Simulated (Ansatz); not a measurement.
W:

```xyz
4
Lattice="2.8097 0.0000 0.0000 0.0000 4.8639 0.0000 0.0000 0.0000 4.9237" Properties=species:S:1:pos:R:3 pbc="T T T"
W     2.2285    4.5567    3.6928
W     0.5811    2.1247    3.6928
W     0.5811    0.3072    1.2309
W     2.2285    2.7391    1.2309
```

This isn't the form of W at room conditions, which is bcc.

Base run:

* Program: Ansatz 0.2.0
* Functional: PBEsol
* Potentials or basis: Ansatz PAW
* Cutoff: 420 eV (not typed: the program's choice for these potentials)
* k mesh: 9 × 6 × 6
* Occupations: fermi-dirac, width 0.05 eV
* Spin: no spin polarisation

Its results: band gap on the k mesh none (metal or under the smearing width); pressure -10.7 GPa; largest force 0.070 eV/Å.

**Question.** The run is repeated on the same cell with these changes: spin from no spin polarisation to spin-orbit coupling, no magnetisation; potential files from those of the base run to others of the same set. What comes out?

**Answer.** Band gap on the k mesh none (metal or under the smearing width); pressure -10.2 GPa; largest force 0.172 eV/Å.

Caveats: the PAW data sets come from PBE, with cores solved anew for the run's functional, which leaves a small shift of forces and pressure.
